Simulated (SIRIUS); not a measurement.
**Ta: changing the functional**

```cif
data_structure
_symmetry_space_group_name_H-M 'Im-3m'
_symmetry_Int_Tables_number 229
_cell_length_a 3.3026
_cell_length_b 3.3026
_cell_length_c 3.3026
_cell_angle_alpha 90.000
_cell_angle_beta 90.000
_cell_angle_gamma 90.000
_cell_volume 36.02
loop_
_atom_site_label
_atom_site_type_symbol
_atom_site_symmetry_multiplicity
_atom_site_Wyckoff_symbol
_atom_site_fract_x
_atom_site_fract_y
_atom_site_fract_z
_atom_site_occupancy
Ta1 Ta 2 a 0.00000 0.00000 0.00000 1
```

Kept alike: task single point; k mesh 11 × 11 × 11; occupations fermi-dirac, width 0.05 eV; no spin polarisation. Program: SIRIUS, PseudoDojo 0.4.1 PBE standard (scalar relativistic), cutoff 807 eV. The mesh is that of the run's cell of 1 atom. No spin-orbit coupling.

| functional | pressure (GPa) |
| --- | --- |
| AM05 | -4.22 |
| APBE | 4.75 |
| BLYP | 8.52 |
| BPBE | 2.16 |
| LDA | -8.40 |
| N12 | -1.88 |
| PBE | 2.54 |
| PBEsol | -3.71 |
| PW91 | 2.20 |
| RPBE | 6.00 |
| revPBE | 5.03 |

Pressure is positive in compression; the values hold the error of the finite cutoff, so their zero can differ a little from the energy's minimum. For a metal such a mesh leaves the last digits unconverged. All rows use potentials made for PBE.

**Question.** What does the functional change here?

**Answer.** The pressure runs from -8.40 (LDA) to 8.52 GPa (BLYP). From PBE: AM05 -6.76; APBE +2.21; BLYP +5.98; BPBE -0.38; LDA -10.94; N12 -4.42; PBEsol -6.25; PW91 -0.34; RPBE +3.46; revPBE +2.49. A positive pressure means that the functional's own cell is larger than the one given, a negative one that it is smaller.
